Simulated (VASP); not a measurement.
BaZrO3, 5 atoms in the cell. Symmetry: Pm-3m, No. 221, cubic system. Conventional cell: a = 4.212 Å, b = 4.212 Å, c = 4.212 Å, α = 90.00°, β = 90.00°, γ = 90.00°. Ba (site symmetry m-3m) has 12 O at 2.98 Å as nearest neighbours. Zr (site symmetry m-3m) is surrounded by 6 O at 2.11 Å. O (site symmetry 4/mmm) has 2 Zr at 2.11 Å as nearest neighbours. The cell was built by a generator and isn't the measured one.

- Program: VASP 6.6.1
- Task: relaxation of cell and atoms
- Functional: LDA
- Potentials or basis: VASP PAW LDA potentials, release 64 (Ba_sv, Zr_sv, O)
- Cutoff: 600 eV
- k mesh: 6 × 6 × 6
- Occupations: gaussian, width 0.02 eV
- Spin: no spin polarisation
- Dipole correction: no
- Further INCAR settings: ALGO = Normal; EDIFF = 1e-07; IBRION = 2; EDIFFG = -0.002; NSW = 100; ISIF = 3

Potentials or basis: VASP PAW LDA potentials, release 64 (Ba_sv, Zr_sv, O).

The run is started by

```sh
$ cat potpaw_LDA.64/Ba_sv/POTCAR potpaw_LDA.64/Zr_sv/POTCAR potpaw_LDA.64/O/POTCAR > POTCAR
$ mpirun -np 1 vasp_std > vasp.out
```

Hardware: 1 thread of Intel(R) Xeon(R) Platinum 8488C (Sapphire Rapids), with other jobs on the host.

**Question.** Estimate the wall time of this run.

**Answer.** Run time: 2.2 min on 1 thread of Intel(R) Xeon(R) Platinum 8488C (Sapphire Rapids) (shared host), peak memory 0.21 GiB. Counts: scf iterations 55, k points 20, ion steps 6.
